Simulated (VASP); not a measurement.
Crystal: Zn.

```
CELL_PARAMETERS angstrom
2.67000 0.00000 0.00000
-1.33500 2.31229 0.00000
0.00000 0.00000 4.96600
ATOMIC_POSITIONS crystal
Zn 0.66667 0.33333 0.75000
Zn 0.33333 0.66667 0.25000
```

- Program: VASP 6.6.1
- Task: single point
- Functional: PBEsol
- Potentials or basis: VASP PAW PBE potentials, release 64 (Zn)
- Cutoff: 520 eV
- k mesh: 11 × 11 × 6
- Occupations: fermi-dirac, width 0.05 eV
- Spin: no spin polarisation

On this cell: pressure -5.3 GPa; largest force under 0.003 eV/Å; band gap on the k mesh none (metal or under the smearing width).

The same run follows on a disturbed copy (atoms moved at random, drawn with an rms of 0.05 Å):

```
Zn
1.0
     2.67000    0.00000    0.00000
    -1.33500    2.31229    0.00000
     0.00000    0.00000    4.96600
Zn
2
Direct
  0.66542 0.31974 0.74893
  0.32257 0.68013 0.25107
```

What changes?

The energy (extrapolated to zero smearing) moves by +1.0 meV/atom; pressure -5.3 GPa; largest force 0.046 eV/Å; band gap on the k mesh none (metal or under the smearing width).

Forces on the atoms (eV/Å):
```
Zn  -0.026  0.031  0.021
Zn   0.026 -0.031 -0.021
```

Stress tensor (GPa, compression positive):
```
-5.16 -0.07 -0.01
-0.07 -5.30  0.01
-0.01  0.01 -5.29
```

Caveats: the PAW data sets were made with another functional, which shifts forces and pressure a little.
